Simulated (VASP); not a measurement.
# Zn2SnO3 in VASP: notebook, part 2 of 2

VASP 6.6.1. Earlier steps stand in the parts before.

## (3) Relaxation of cell and atoms, PBE

This run uses another cell than the first one, of 16.95 Å³/atom, 1.165 times its volume.

INCAR

```
SYSTEM = Zn2SnO3
PREC = Normal ; ENCUT = 520
EDIFF = 1E-4 ; ISMEAR = 0
SIGMA = 0.15 ; LREAL = .False.
LASPH = .True. ; NELM = 60
ALGO = Fast ; ISIF = 3
LWAVE = .False. ; LCHARG = .False.
GGA = PE ; IBRION = 2
NSW = 24 ; EDIFFG = -0.08
```

KPOINTS

```
regular mesh
0
Gamma
  4 4 2
  0 0 0
```

POSCAR

```
Zn2SnO3
1.0
    2.2976951700     -2.7615723700      0.0000000000
    2.2976951700      2.7615723700      0.0000000000
    0.0000000000      0.0000000000      8.0150649300
Zn Sn O
2 1 3
Direct
    0.5000000000      0.5000000000      0.2649916000
    0.5000000000      0.5000000000      0.7350084000
    0.0000000000      0.0000000000      0.0000000000
    0.5000000000      0.0000000000      0.0000000000
    0.0000000000      0.5000000000      0.0000000000
    0.0000000000      0.0000000000      0.5000000000
```

Potentials or basis: VASP PAW PBE potentials, release 64 (Zn, Sn_d, O).

Started as:

```console
$ cat potpaw_PBE.64/Zn/POTCAR potpaw_PBE.64/Sn_d/POTCAR potpaw_PBE.64/O/POTCAR > POTCAR
$ mpirun -np 1 vasp_std > vasp.out
```

OUTCAR:

```text
SYSTEM = Zn2SnO3
   PREC = Normal
   ENCUT = 520
   EDIFF = 1E-4
   ISMEAR = 0
   LREAL = .False.
   LASPH = .True.
   NELM = 60
   ISIF = 3
   GGA = PE
   IBRION = 2
   NSW = 24
   EDIFFG = -0.08

 ion  position               nearest neighbor table
   1  0.500  0.500  0.265-   3 3.13   3 3.13
   2  0.500  0.500  0.735-   3 3.13   3 3.13
   3  0.000  0.000  0.000-   4 1.80   5 1.80   5 1.80   4 1.80   1 3.13   2 3.13   1 3.13   2 3.13

   4  0.500  0.000  0.000-   3 1.80   3 1.80
   5  0.000  0.500  0.000-   3 1.80   3 1.80
   6  0.000  0.000  0.500-

  LATTYP: Found a base centered orthorhombic cell.
 ALAT       =     4.5953903400
 B/A-ratio  =     1.2018880511
 C/A-ratio  =     1.7441532355

  Lattice vectors:

 A1 = (   2.2976951700,  -2.7615723700,   0.0000000000)
 A2 = (   2.2976951700,   2.7615723700,   0.0000000000)
 A3 = (   0.0000000000,   0.0000000000,   8.0150649300)

Analysis of symmetry for initial positions (statically):
=====================================================================
 Subroutine PRICEL returns:
 Original cell was already a primitive cell.

 Routine SETGRP: Setting up the symmetry group for a
 base centered orthorhombic supercell.

 Subroutine GETGRP returns: Found  8 space group operations
 (whereof  8 operations were pure point group operations)
 out of a pool of  8 trial point group operations.

The static configuration has the point symmetry D_2h.

Analysis of symmetry for dynamics (positions and initial velocities):
=====================================================================
 Subroutine PRICEL returns:
 Original cell was already a primitive cell.

 Routine SETGRP: Setting up the symmetry group for a
 base centered orthorhombic supercell.

 Subroutine GETGRP returns: Found  8 space group operations
 (whereof  8 operations were pure point group operations)
 out of a pool of  8 trial point group operations.

The dynamic configuration has the point symmetry D_2h.

 Subroutine INISYM returns: Found  8 space group operations
 (whereof  8 operations are pure point group operations),
 and found     1 'primitive' translations

----------------------------------------------------------------------------------------

                                     Primitive cell

  volume of cell :     101.7152

  direct lattice vectors                    reciprocal lattice vectors
     2.297695170 -2.761572370  0.000000000     0.217609371 -0.181056273  0.000000000
     2.297695170  2.761572370  0.000000000     0.217609371  0.181056273  0.000000000
     0.000000000  0.000000000  8.015064930     0.000000000  0.000000000  0.124765053

  length of vectors
     3.592448336  3.592448336  8.015064930     0.283081635  0.283081635  0.124765053

  position of ions in fractional coordinates (direct lattice)
     0.500000000  0.500000000  0.264991600
     0.500000000  0.500000000  0.735008400
     0.000000000  0.000000000  0.000000000
     0.500000000  0.000000000  0.000000000
     0.000000000  0.500000000  0.000000000
     0.000000000  0.000000000  0.500000000

  ion indices of the primitive-cell ions
   primitive index   ion index
                 1           1
[... 25 lines left out ...]
     0.000000000  0.000000000  0.000000000

 Subroutine IBZKPT returns following result:
 ===========================================

 Found     14 irreducible k-points:

 Following reciprocal coordinates:
            Coordinates               Weight
  0.000000  0.000000  0.000000      1.000000
  0.250000 -0.000000  0.000000      4.000000
  0.500000 -0.000000  0.000000      2.000000
  0.250000  0.250000  0.000000      2.000000
  0.500000  0.250000  0.000000      4.000000
 -0.250000  0.250000  0.000000      2.000000
  0.500000  0.500000  0.000000      1.000000
  0.000000  0.000000  0.500000      1.000000
  0.250000 -0.000000  0.500000      4.000000
  0.500000 -0.000000  0.500000      2.000000
  0.250000  0.250000  0.500000      2.000000
  0.500000  0.250000  0.500000      4.000000
 -0.250000  0.250000  0.500000      2.000000
  0.500000  0.500000  0.500000      1.000000
   k-points           NKPTS =     14   k-points in BZ     NKDIM =     14   number of bands    NBANDS=     33
   number of dos      NEDOS =    301   number of ions     NIONS =      6
   total plane-waves  NPLWV =  19200
   dimension x,y,z NGX =    20 NGY =   20 NGZ =   48
   dimension x,y,z NGXF=    40 NGYF=   40 NGZF=   96
   ions per type =               2   1   3
   NGX,Y,Z   is equivalent  to a cutoff of   9.26,  9.26,  9.96 a.u.
   NGXF,Y,Z  is equivalent  to a cutoff of  18.51, 18.51, 19.91 a.u.
 SYSTEM =  Zn2SnO3
   PREC   = normal    normal or accurate (medium, high low for compatibility)
   ISTART =      0    job   : 0-new  1-cont  2-samecut
   ICHARG =      2    charge: 1-file 2-atom 10-const
   ISPIN  =      1    spin polarized calculation?
   LNONCOLLINEAR =      F non collinear calculations
   LSORBIT =      F    spin-orbit coupling
   LASPH  =      T    aspherical Exc in radial PAW
   ENCUT  =  520.0 eV  38.22 Ry    6.18 a.u.   6.68  6.68 14.90*2*pi/ulx,y,z
   NELM   =     60;   NELMIN=  2; NELMDL= -5     # of ELM steps
   EDIFF  = 0.1E-03   stopping-criterion for ELM
   LREAL  =      F    real-space projection
   EDIFFG = -.8E-01   stopping-criterion for IOM
   NSW    =     24    number of steps for IOM
   IBRION =      2    ionic relax: 0-MD 1-quasi-New 2-CG
   NFREE  =      1    steps in history (QN), initial steepest desc. (CG)
   ISIF   =      3    stress and relaxation
   ISYM   =      2    0-nonsym 1-usesym 2-fastsym
   POTIM  = 0.5000    time-step for ionic-motion
   TEBEG  =    0.0;   TEEND  =   0.0 temperature during run
   PSTRESS=    0.0 pullay stress
   NELECT =      56.0000    total number of electrons
   NUPDOWN=      -1.0000    fix difference up-down
   EMIN   =  10.00;   EMAX   =-10.00  energy-range for DOS
   EFERMI =   0.00;   METHOD = LEGACY
   ISMEAR =     0;   SIGMA  =   0.15  broadening in eV -4-tet -1-fermi 0-gaus
   EFERMI_NEDOS =   21; number of points for ismear=-14 and -15
   IALGO  =     68    algorithm
   IMIX   =      4    mixing-type and parameters
     AMIX     =   0.40;   BMIX     =  1.00
     AMIX_MAG =   1.60;   BMIX_MAG =  1.00
  volume/ion in A,a.u.               =      16.95       114.40
  Fermi-wavevector in a.u.,A,eV,Ry     =   1.341762  2.535563 24.494919  1.800326
  Thomas-Fermi vector in A             =   2.469970
   LORBIT       =      0    0 simple, 1 ext, 2 COOP (PROOUT), +10 PAW based schemes
   GGA     = PE    functional components
   LHFCALC =     F    Hartree Fock is set to
   AEXX    =    0.0000 exact exchange contribution
   IVDW    =     0    specifies the selected vdW correction
   LEPSILON=     F    determine dielectric tensor
   LRPA    =     F    only Hartree local field effects (RPA)
 conjugate gradient relaxation of ions
 non-spin polarized calculation
 RMM-DIIS sequential band-by-band and
 Gauss-broadening in eV      SIGMA  =   0.15
  energy-cutoff  :      520.00
  volume of cell :      101.72
 maximum number of plane-waves:      2760
   NGX = 13   NGY = 13   NGZ = 29

--------------------------------------- Ionic step        1  -------------------------------------------

 number of electron      55.9999885 magnetization

 Free energy of the ion-electron system (eV)
  ---------------------------------------------------
  ext. energy  EPLUGINS =         0.00000000
  ---------------------------------------------------
  free energy    TOTEN  =       -17.03661754 eV

  energy without entropy =      -16.96081461  energy(sigma->0) =      -16.99871608

------------------------ aborting loop because EDIFF is reached ----------------------------------------

  FORCE on cell =-STRESS in cart. coord.  units (eV):
  Direction    XX          YY          ZZ          XY          YZ          ZX
  --------------------------------------------------------------------------------------
  -------------------------------------------------------------------------------------
  Total       23.7042963     23.0646249     -3.9853112      0.0000000      0.0000000      0.0000000
  in kB      373.3806168    363.3047676    -62.7750313      0.0000000      0.0000000      0.0000000
  external PRESSURE =     224.6367844 kB  Pullay stress =       0.0000000 kB
[... 1637 lines left out ...]
     32       8.2755      0.00000
     33      10.0839      0.00000

[... ionic steps 4 to 14 ...]

--------------------------------------- Ionic step       15  -------------------------------------------

 number of electron      56.0000044 magnetization

------------------------ aborting loop because EDIFF is reached ----------------------------------------
[... 75 lines left out ...]
--------------------------------------- Ionic step       17  -------------------------------------------

 number of electron      56.0000144 magnetization

 Free energy of the ion-electron system (eV)
  ---------------------------------------------------
  ext. energy  EPLUGINS =         0.00000000
  ---------------------------------------------------
  free energy    TOTEN  =       -24.52062908 eV

  energy without entropy =      -24.49578335  energy(sigma->0) =      -24.50820622

 E-fermi :   4.1794     XC(G=0): -10.9285

 val. band max:        4.1023186002   @ k =   0.2500  -0.0000   0.0000
 cond. band min:       4.3486160533   @ k =   0.5000  -0.0000   0.5000
 fundamental gap:      0.2462974531
 Fermi energy:         4.1794488679
[... 535 lines left out ...]
  FREE ENERGIE OF THE ION-ELECTRON SYSTEM (eV)
  ---------------------------------------------------
  free  energy   TOTEN  =       -24.5206290782 eV

  energy  without entropy=      -24.4957833526  energy(sigma->0) =      -24.50820622

 reached required accuracy - stopping structural energy minimisation
```

It took 7.7 min on 1 thread of Intel Xeon Platinum 8259CL at 2.50GHz (Skylake/Cascade Lake), shared host; peak memory 0.18 GiB.

What came out:

```
Free energy                            : -24.5206 eV
Relaxed volume                         : 13.36 Å³/atom
Relaxed cell                           : a = 4.188 Å, b = 4.188 Å, c = 4.572 Å, α = 90.00°, β = 90.00°, γ = 91.65°
Space group after relaxing (to 0.05 Å) : Cmmm (No. 65)
Energy gained by relaxing              : 1247.3 meV/atom
Ionic steps                            : 17
Pressure after relaxing                : -0.1 GPa
Largest force after relaxing           : 0.017 eV/Å
Band gap on the k mesh                 : none (metal or under the smearing width)
```

Forces in eV/Å, atoms in the order of the input:
```
Zn   0.000  0.000 -0.017
Zn   0.000  0.000  0.017
Sn   0.000  0.000  0.000
O    0.000  0.000  0.000
O    0.000  0.000  0.000
O    0.000  0.000  0.000
```

Step by step:
| step | energy change (eV) | largest force (eV/Å) | pressure (GPa) | volume (Å³) |
| --- | --- | --- | --- | --- |
| 1 | 0.0000 | 2.1029 | 22.46 | 101.72 |
| 2 | -1.8375 | 0.4039 | -10.95 | 138.96 |
| 3 | -2.3985 | 0.9212 | -4.24 | 123.66 |
| 4 | -2.9584 | 1.0102 | -4.69 | 117.04 |
| 5 | -5.2777 | 0.8629 | -3.47 | 96.68 |
| 6 | 85.0332 | 435.3035 | 543.10 | 54.08 |
| 7 | -4.7060 | 1.7465 | -0.09 | 96.13 |
| 8 | -6.9938 | 2.7929 | 11.88 | 75.38 |
| 9 | -6.7473 | 0.9627 | 3.17 | 82.17 |
| 10 | -7.0542 | 0.6622 | 6.73 | 78.16 |
| 11 | -7.0693 | 1.2291 | 8.13 | 77.22 |
| 12 | -7.0786 | 4.5092 | 6.10 | 77.02 |
| 13 | -7.1802 | 2.7367 | 7.28 | 77.16 |
| 14 | -7.4578 | 0.9152 | -0.21 | 80.14 |
| 15 | -7.4721 | 0.4777 | -1.65 | 80.97 |
| 16 | -7.4840 | 0.0294 | 0.13 | 80.18 |
| 17 | -7.4840 | 0.0173 | -0.10 | 80.16 |

Final structure:
```
Zn Sn O
1.0
     2.91851   -3.00380    0.00000
     2.91851    3.00380    0.00000
     0.00000    0.00000    4.57212
Zn Sn O
2 1 3
Cartesian
  2.9185 0.0000 1.2046
  2.9185 0.0000 3.3676
  0.0000 0.0000 0.0000
  1.4593 -1.5019 0.0000
  1.4593 1.5019 0.0000
  0.0000 0.0000 2.2861
```

Levels at points of the mesh, in eV from the Fermi level:
| k point | band 26 | band 27 | band 28 | band 29 | band 30 | band 31 |
| --- | --- | --- | --- | --- | --- | --- |
| (0.00, 0.00, 0.00) | -2.44 | -1.67 | -1.20 | -1.14 | 1.83 | 5.89 |
| (0.50, 0.00, 0.00) | -2.61 | -1.10 | 0.19 | 1.66 | 3.66 | 3.78 |
| (0.50, 0.50, 0.00) | -2.12 | -2.03 | -0.79 | 3.59 | 3.77 | 3.79 |
| (0.00, 0.00, 0.50) | -1.44 | -1.35 | -1.25 | -0.59 | 1.86 | 5.76 |
| (0.50, 0.00, 0.50) | -1.53 | -1.17 | 0.17 | 1.59 | 3.69 | 4.06 |
| (0.50, 0.50, 0.50) | -2.04 | -1.02 | -0.98 | 3.34 | 3.47 | 3.96 |

Caveat: the k mesh is coarse (spacing up to 0.44 Å⁻¹), so the values aren't converged; the volume moved by over 15 % at a fixed basis, so the end points are rough; the relaxation stopped at a loose force limit of 0.08 eV/Å, so its end isn't a converged minimum.
